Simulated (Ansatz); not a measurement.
# Sb (I4/mcm) in Ansatz: further runs

One crystal, Sb, is run at these levels: PBEsol; tasks: band structure.

Program: Ansatz 0.2.0. These are calculated values, not measurements. Logs are shortened: lines on timing, memory, paths and dates and some standing lists are left out, and cuts for length are marked.

### Step 1. The cell of the first run

Symmetry: I4/mcm, No. 140, tetragonal system. Conventional cell: a = 8.060 Å, b = 8.060 Å, c = 4.051 Å, α = 90.00°, β = 90.00°, γ = 90.00°. Sb (site symmetry m2m) has 7 Sb at 3.03 to 3.45 Å as nearest neighbours.

This isn't the form of Sb at room conditions, which is rhombohedral.

### Step 2. Band structure, PBEsol (strain_z = 0)

input.yaml

```yaml
crystal:
  lattice:
    - [-4.0300106443, 4.0300106443, 2.0254867038]
    - [4.0300106443, -4.0300106443, 2.0254867038]
    - [4.0300106443, 4.0300106443, -2.0254867038]
  atoms:
    - { symbol: Sb, position: [0.65126306, 0.15126306, 0.80252612] }
    - { symbol: Sb, position: [0.15126306, 0.34873694, 0.5] }
    - { symbol: Sb, position: [0.34873694, 0.84873694, 0.19747388] }
    - { symbol: Sb, position: [0.84873694, 0.65126306, 0.5] }
kpoints:
  mp_grid: { grid: [7, 7, 7] }
  band_path:
    path:
      - [0.0, 0.0, 0.0]
      - [0.0, 0.0, 0.5]
      - [-0.5, 0.5, 0.5]
      - [0.0, 0.0, 0.0]
      - [0.3131518991, 0.3131518991, -0.3131518991]
      - [0.25, 0.25, 0.25]
      - [0.0, 0.5, 0.0]
      - [-0.3131518991, 0.6868481009, 0.3131518991]
    npoints: 6
scf:
  occupations: { method: fermi_dirac, width: 0.05 }
hamiltonian:
  xc: pbesol
  pseudopotentials: { kind: all_electron, lapw: { basis_error: 0.002 } }
output:
  forces: true
  stress: true
  eigenvalues: true
```

Potentials or basis: all-electron LAPW, scalar-relativistic.

Launch:

```sh
ansatz run input.yaml --threads 2 --pin off --max-ram 8192MiB --backend cpu --events-out ev --progress --plain --runs-dir out
```

The log of the run:

```text
Warning: RAYON_NUM_THREADS=2 ignored (pool sized by the plan → 2); use --threads N
LAPW: plane waves up to 7.063 Å⁻¹, error target 2.0e-3 eV per atom; small_component_spin mean_spin; Sb in spheres of 1.514 Å, 23 of its electrons in bands, Dirac shells [] (how accurate: hamiltonian.pseudopotentials.lapw.basis_error, Limitations)
Engine: ansatz 0.2.0, aarch64-unknown-linux-gnu
Pseudopotentials: kind: all_electron
Pseudopotential: Sb, LAPW, valence charge 23, lapw/all_electron/scalar/gaussian/Sb, Koelling and Harmon's equation, gaussian nucleus
Functional definition: PBEsol
  exchange = pbesol_x
  correlation = pbesol_c
Crystal: 4 atoms, lattice volume = 131.584 Å³
Basis set: ecut = 190.07986503688312 eV, 789 PW (Γ), FFT grids on a1+a2, a2, a3, exchange–correlation at level 2
Bands: 56, of which v1, the nominal top of the filled ones, is band 46 counted from 1 (45 counted from 0)
Symmetry: 16 space group operations
Space group: I4/mcm (ITA 140), of the structure as read, at distance tolerance 5.1e-5 Å
k-points: 40 of 343
Non-local potential: Sb, projectors of the file, none
Initial density: superposition of atomic densities (chi_scale 0.1, normalization cell)
Initial wavefunctions: plane waves of lowest kinetic energy (no species holds an atomic orbital)
Functional: x = pbesol(κ = 0.804, μ = 0.12345679012345678), c = pbesol(β = 0.046)
iter 1 solved again at ethr=1.84e-4 eV; its pass at ethr=1.00e-1 eV (dr2=1.69e-1 eV) is discarded
SCF iter   1: F=—  HF=-705166.233237 eV  |F-HF|=—  |Δ(HF+E_count)|=         —  Δρ=9.36e-3  dr2=1.72e-1  ethr=1.84e-4  ⟨swp⟩=3.0  Hψ=14691  notcnv=0
preconditioner: auto → LDOS  [metal: Δε(μ)=0.031 eV  Ē_g=9.199 eV  σ=0.050 eV  W_gap=0.15  n_scr=44 (ndim 8)  ℏωp=14.5 eV  f_vac=0.149  D(μ)=3.14/eV (n_scr^D=16)  β→1.0]
SCF iter   2: F=—  HF=-705166.190670 eV  |F-HF|=—  |Δ(HF+E_count)|=   4.26e-2  Δρ=3.09e-3  dr2=2.12e-2  ethr=1.84e-4  ⟨swp⟩=3.0  Hψ=7200  notcnv=0
SCF iter   3: F=—  HF=-705166.182359 eV  |F-HF|=—  |Δ(HF+E_count)|=   8.31e-3  Δρ=1.42e-3  dr2=9.25e-3  ethr=2.30e-5  ⟨swp⟩=3.0  Hψ=7210  notcnv=0
iter 4 solved again at ethr=7.84e-7 eV; its pass at ethr=1.01e-5 eV (dr2=7.22e-4 eV) is discarded
SCF iter   4: F=—  HF=-705166.177071 eV  |F-HF|=—  |Δ(HF+E_count)|=   5.29e-3  Δρ=3.80e-4  dr2=7.24e-4  ethr=7.84e-7  ⟨swp⟩=2.0  Hψ=11256  notcnv=0
SCF iter   5: F=—  HF=-705166.176526 eV  |F-HF|=—  |Δ(HF+E_count)|=   5.45e-4  Δρ=1.70e-4  dr2=1.65e-4  ethr=7.84e-7  ⟨swp⟩=2.0  Hψ=6669  notcnv=0
SCF iter   6: F=—  HF=-705166.176474 eV  |F-HF|=—  |Δ(HF+E_count)|=   5.18e-5  Δρ=3.79e-5  dr2=6.33e-6  ethr=1.79e-7  ⟨swp⟩=2.4  Hψ=6683  notcnv=0
SCF iter   7: F=—  HF=-705166.176475 eV  |F-HF|=—  |Δ(HF+E_count)|=   6.85e-7  Δρ=9.55e-6  dr2=2.27e-7  ethr=6.88e-9  ⟨swp⟩=3.0  Hψ=6851  notcnv=0
SCF iter   8: F=-705166.176475 eV  HF=-705166.176475 eV  |F-HF|=4.66e-10  |Δ(HF+E_count)|=   9.74e-8  Δρ=1.12e-6  dr2=1.77e-9  ethr=2.47e-10  ⟨swp⟩=3.0  Hψ=6984  notcnv=0
SCF 1 converged in 8 iterations: F = -705166.176475 eV  dr2 = 1.77e-9
NSCF: frozen V_eff on 43 k-points
SCF converged after 8 iterations
Free energy (F): -705166.176475 eV
Harris-Foulkes:  -705166.176475 eV  (|F-HF|=4.66e-10)
Internal energy: -705166.151160 eV  (E = F + TS)
E sigma→0 (E₀):  -705166.163818 eV
Entropy (-TS):   -0.025315 eV (-6.329 meV/atom)
Fermi energy:    10.955558 eV
--- Per-component energies (eV) ---
  E_band       = -3739.804911
  E_kinetic    = 743102.370628
  E_xc         = -18264.217371
  E_electrostatic = -1430004.304417  (all electrons and nuclei)
  E_smearing   = -0.025315  (= −TS)
  E_closure    = 0.000000  (closes the sum)
  E_atoms      = -705149.057781  (free atoms, spherical and without spin; not in F)
  Σ components = -705166.176475   (vs F -705166.176475, Δ=0.00e0)
  Basis errors (estimates in eV, not in F): energy 6.8e-4 per atom: plane waves 6.6e-4 (3.8e-4 summed), levels above the bands 3.0e-62, relativity 5.9e-9, radial functions 2.5e-5, core shells 1.1e-9; eigenvalues (radial functions only) 1.4e-6; not estimated: angular momenta, meshes, grids; target (lapw.basis_error) 2.0e-3; muffin-tin radii Sb 1.514 Å
--- Forces (eV/Å), atoms counted from 1 ---
  atom   1  Sb    -0.03079201    -0.03079201     0.00000000
  atom   2  Sb     0.03079201    -0.03079201    -0.00000000
  atom   3  Sb     0.03079201     0.03079201    -0.00000000
  atom   4  Sb    -0.03079201     0.03079201     0.00000000
  max |Σ_I F_I| component: 1.73e-17 eV/Å
--- Stress (GPa, compression-positive) ---
       -0.785635      -0.000000       0.000000
       -0.000000      -0.785635      -0.000000
        0.000000      -0.000000      -0.610418
  P = ⅓ Tr σ = -0.7272 GPa (-7.272 kbar)
--- Band table (eV; the first three rows and the last of 40) ---
  k-point 0: bands = ["-133.1320", "-133.1319", "-133.1318", "-133.1318", "-86.1623", "-86.1610", "-86.1599", "-86.1599", "-86.1592", "-86.1592", "-86.1589", "-86.1573", "-86.1527", "-86.1523", "-86.1523", "-86.1514", "-18.1594", "-18.1594", "-18.1180", "-18.1123", "-18.1123", "-18.1095", "-18.0830", "-18.0650", "-18.0603", "-18.0603", "-18.0587", "-18.0581", "-18.0264", "-18.0264", "-18.0235", "-18.0185", "-18.0185", "-18.0091", "-18.0086", "-17.9447", "-1.5543", "1.8085", "3.0285", "3.0285", "6.1649", "9.4013", "9.8300", "9.8300", "9.9337", "10.0262", "10.0262", "10.5759", "13.5648", "13.5648", "14.2343", "14.4460", "16.6717", "17.7588", "18.0506", "18.0506"]
  k-point 1: bands = ["-133.1320", "-133.1319", "-133.1318", "-133.1318", "-86.1622", "-86.1610", "-86.1599", "-86.1599", "-86.1592", "-86.1592", "-86.1587", "-86.1574", "-86.1527", "-86.1523", "-86.1522", "-86.1514", "-18.1621", "-18.1600", "-18.1182", "-18.1160", "-18.1111", "-18.1023", "-18.0864", "-18.0711", "-18.0654", "-18.0598", "-18.0538", "-18.0508", "-18.0319", "-18.0265", "-18.0193", "-18.0185", "-18.0161", "-18.0102", "-18.0050", "-17.9472", "-1.4821", "1.4652", "3.0508", "3.1786", "6.4925", "8.8281", "9.3757", "9.6255", "10.0194", "10.4010", "10.7006", "10.7633", "13.4183", "13.6028", "14.6384", "14.7333", "16.2601", "17.1583", "17.9095", "18.0613"]
  k-point 2: bands = ["-133.1320", "-133.1319", "-133.1318", "-133.1317", "-86.1620", "-86.1612", "-86.1601", "-86.1599", "-86.1592", "-86.1592", "-86.1585", "-86.1575", "-86.1528", "-86.1523", "-86.1521", "-86.1515", "-18.1679", "-18.1613", "-18.1232", "-18.1113", "-18.1078", "-18.0941", "-18.0927", "-18.0783", "-18.0674", "-18.0622", "-18.0466", "-18.0456", "-18.0410", "-18.0269", "-18.0189", "-18.0146", "-18.0142", "-18.0037", "-17.9992", "-17.9546", "-1.2830", "0.8462", "3.1031", "3.3560", "7.2924", "8.2425", "8.9674", "9.2550", "10.0042", "10.8679", "10.9298", "11.6977", "13.4230", "13.8322", "15.0416", "15.0543", "15.2882", "16.3376", "17.6796", "18.1139"]
  k-point 39: bands = ["-133.1320", "-133.1320", "-133.1318", "-133.1317", "-86.1615", "-86.1614", "-86.1606", "-86.1599", "-86.1592", "-86.1587", "-86.1581", "-86.1580", "-86.1530", "-86.1521", "-86.1521", "-86.1517", "-18.2071", "-18.1302", "-18.1087", "-18.1077", "-18.0955", "-18.0945", "-18.0856", "-18.0815", "-18.0802", "-18.0760", "-18.0576", "-18.0573", "-18.0407", "-18.0313", "-18.0159", "-18.0138", "-18.0137", "-17.9859", "-17.9758", "-17.9717", "-0.3262", "0.3834", "0.6432", "5.6143", "6.7494", "8.1357", "9.3544", "9.6101", "11.1879", "11.5171", "12.4196", "12.8137", "13.0899", "13.2227", "13.2342", "13.9971", "14.8589", "15.8407", "16.3974", "17.5263"]
```

Wall time 36 s (2 threads of Arm Neoverse V1, shared host); peak memory 0.48 GiB.

What came out:

* Free energy: -705166.1765 eV
* Pressure: -0.7 GPa
* Largest force: 0.044 eV/Å
* Band gap along the path: none (metal or under the smearing width)

Forces in eV/Å, atoms in the order of the input:
```
Sb  -0.031 -0.031  0.000
Sb   0.031 -0.031  0.000
Sb   0.031  0.031  0.000
Sb  -0.031  0.031  0.000
```

Stress tensor (GPa, compression positive):
```
-0.79  0.00  0.00
 0.00 -0.79  0.00
 0.00  0.00 -0.61
```

Levels at the corners of the path, in eV from the Fermi level:
```csv
point,band 43,band 44,band 45,band 46,band 47,band 48,band 49,band 50
Γ,-1.13,-1.13,-1.02,-0.93,-0.93,-0.38,2.61,2.61
X,-2.31,-2.22,-0.97,0.15,0.23,2.00,2.03,2.93
M,-1.32,-1.32,0.13,0.79,1.80,1.97,1.97,2.05
Γ,-1.13,-1.13,-1.02,-0.93,-0.93,-0.38,2.61,2.61
Z,-2.86,-2.86,-0.87,-0.10,-0.10,-0.07,1.10,3.39
P,-3.80,-3.80,-0.80,-0.80,0.15,0.15,2.73,2.73
N,-2.26,-2.26,-1.08,-1.08,-0.44,-0.44,2.63,2.63
Z1,-2.86,-2.86,-0.87,-0.10,-0.10,-0.07,1.10,3.39
```

Caveat: spin-orbit coupling is left out, which moves the levels of the heavy elements.

### Step 3. Band structure, PBEsol, 31.58 Å³/atom (strain_z = -0.04)

Edit input.yaml of step 2 so:

```diff
@@ -2,5 +2,5 @@
   lattice:
-    - [-4.0300106443, 4.0300106443, 2.0254867038]
-    - [4.0300106443, -4.0300106443, 2.0254867038]
-    - [4.0300106443, 4.0300106443, -2.0254867038]
+    - [-4.0300106443, 4.0300106443, 1.9444672356]
+    - [4.0300106443, -4.0300106443, 1.9444672356]
+    - [4.0300106443, 4.0300106443, -1.9444672356]
   atoms:
@@ -18,6 +18,6 @@
       - [0.0, 0.0, 0.0]
-      - [0.3131518991, 0.3131518991, -0.3131518991]
+      - [0.3082007902, 0.3082007902, -0.3082007902]
       - [0.25, 0.25, 0.25]
       - [0.0, 0.5, 0.0]
-      - [-0.3131518991, 0.6868481009, 0.3131518991]
+      - [-0.3082007902, 0.6917992098, 0.3082007902]
     npoints: 6
```

Potentials or basis: all-electron LAPW, scalar-relativistic.

Launch:

```sh
ansatz run input.yaml --threads 2 --pin off --max-ram 8192MiB --backend cpu --events-out ev --progress --plain --runs-dir out
```

Run time: 37 s. Hardware: 2 threads of Arm Neoverse V1, shared host; peak memory 0.48 GiB.

It converged, with:

- Free energy: -705166.1329 eV
- Pressure: 2.0 GPa
- Largest force: 0.046 eV/Å
- Band gap along the path: none (metal or under the smearing width)

Caveat: spin-orbit coupling is left out, which moves the levels of the heavy elements.

### Step 4. Band structure, PBEsol, 32.24 Å³/atom (strain_z = -0.02)

Edit input.yaml of step 3 so:

```diff
@@ -2,5 +2,5 @@
   lattice:
-    - [-4.0300106443, 4.0300106443, 1.9444672356]
-    - [4.0300106443, -4.0300106443, 1.9444672356]
-    - [4.0300106443, 4.0300106443, -1.9444672356]
+    - [-4.0300106443, 4.0300106443, 1.9849769697]
+    - [4.0300106443, -4.0300106443, 1.9849769697]
+    - [4.0300106443, 4.0300106443, -1.9849769697]
   atoms:
@@ -18,6 +18,6 @@
       - [0.0, 0.0, 0.0]
-      - [0.3082007902, 0.3082007902, -0.3082007902]
+      - [0.3106510839, 0.3106510839, -0.3106510839]
       - [0.25, 0.25, 0.25]
       - [0.0, 0.5, 0.0]
-      - [-0.3082007902, 0.6917992098, 0.3082007902]
+      - [-0.3106510839, 0.6893489161, 0.3106510839]
     npoints: 6
```

Launch:

```sh
ansatz run input.yaml --threads 2 --pin off --max-ram 8192MiB --backend cpu --events-out ev --progress --plain --runs-dir out
```

Wall time 36 s (2 threads of Arm Neoverse V1, shared host); peak memory 0.48 GiB.

Results (log left out):

- Free energy: -705166.1704 eV
- Pressure: 0.6 GPa
- Largest force: 0.008 eV/Å
- Band gap along the path: none (metal or under the smearing width)

Caveat: spin-orbit coupling is left out, which moves the levels of the heavy elements.
